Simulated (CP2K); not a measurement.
Bi2Te2Se under changes of volume

One of the cells (34.248 Å³/atom); the others are scaled copies at fixed shape and fractional positions:

```
CELL_PARAMETERS angstrom
4.32194 0.00000 0.00000
-2.16097 3.74291 0.00000
-2.16097 -1.24764 10.58557
ATOMIC_POSITIONS crystal
Bi 0.78344 0.39172 0.17516
Bi 0.21656 0.60828 0.82484
Te 0.56081 0.78040 0.34121
Te 0.43919 0.21960 0.65879
Se 0.00000 0.00000 0.00000
```

The cell is a database's computed one.

| Property | Result |
| --- | --- |
| Program | CP2K 2026.2 |
| Functional | PBEsol |
| Potentials or basis | POTENTIAL_UZH Bi GTH-PBE-q5, Te GTH-PBE-q6, Se GTH-PBE-q6; TZVP-MOLOPT-PBE-GTH basis |
| Density cutoff | 6123 eV |
| k mesh | 7 × 7 × 7 |
| Occupations | fermi-dirac, width 0.05 eV |
| Spin | no spin polarisation |

| volume (Å³/atom) | energy over the lowest point (meV/atom) | pressure (GPa) | gap on the mesh (eV) | largest force (eV/Å) |
| --- | --- | --- | --- | --- |
| 32.193 | 24.90 | 3.9 | 0.34 | 0.924 |
| 32.878 | 11.30 | 2.5 | 0.35 | 0.714 |
| 33.563 | ? | ? | ? | ? |
| 34.248 | 0.00 | 0.2 | 0.38 | 0.338 |
| 34.933 | 1.23 | -0.8 | 0.39 | 0.188 |
| 35.618 | 6.41 | -1.6 | 0.40 | 0.124 |
| 36.303 | 15.14 | -2.4 | 0.41 | 0.132 |

Task: What does the run at 33.563 Å³/atom give?

Result: Energy over the lowest point 3.18 meV/atom; pressure 1.3 GPa; gap on the mesh 0.37 eV; largest force 0.519 eV/Å.

Worked out: A Birch-Murnaghan fit of order 3 (a polynomial in V^(-2/3)) to the other rows has its minimum at 34.39 Å³/atom with B0 = V·E''(V) = 51 GPa and B' = 4.5 at fixed shape and positions, which overstates the stiffness. It gives 3.19 meV/atom at 33.563 Å³/atom, against the run's 3.18, and -dE/dV = 1.3 GPa, against 1.3. A straight line through the other rows of the gap, of slope 0.598 eV per unit of ln V (its deformation potential), gives 0.36 eV, against the run's 0.37.

Energies are extrapolated to zero smearing.

Caveats: with these potentials and basis sets, volumes of gold and of layered tellurides can stand 1.5 % and more from those of plane-wave programs; the potentials were made for another functional, which shifts forces and pressure; spin-orbit coupling is left out, which as a rule narrows the gap of such compounds by several tenths of an eV; an odd mesh through Γ misses points on the zone boundary, where band edges often lie; this functional lacks dispersion, which binds the layers, so the pressure and a relaxed spacing across them are unreliable; the basis of atomic orbitals isn't converged, which shifts pressures, moduli and gaps.
